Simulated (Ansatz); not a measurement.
Runs of Ansatz 0.2.0 on Pb. Symmetry: Fd-3m, No. 227, cubic system. Conventional cell: a = 6.878 Å, b = 6.878 Å, c = 6.878 Å, α = 90.00°, β = 90.00°, γ = 90.00°. Pb (site symmetry -43m) has 4 Pb at 2.98 Å as nearest neighbours. This isn't the form of Pb at room conditions, which is fcc.

```csv
level,k mesh,cutoff (eV),mesh quality,V0 of scaled cells (Å³/atom),B0 (GPa)
r2SCAN,7 × 7 × 7,500,not flagged,42.04,30
PBE0,4 × 4 × 4,420,coarse,(a),29
LDA,7 × 7 × 7,420,not flagged,(b),34
PBEsol,7 × 7 × 7,420,not flagged,41.26,30
```

Alike in all rows: task equation of state; potentials or basis Ansatz PAW; no spin polarisation; cell as given; smearing fermi-dirac 0.05 eV.

Problem. Estimate the missing entries.

Solution. (a) 42.20; (b) 39.79.

Caveats: some runs use coarse meshes; the PAW data sets were made with another functional, which shifts forces and pressure a little (some runs).

Runs at the PBE level aren't shown here.
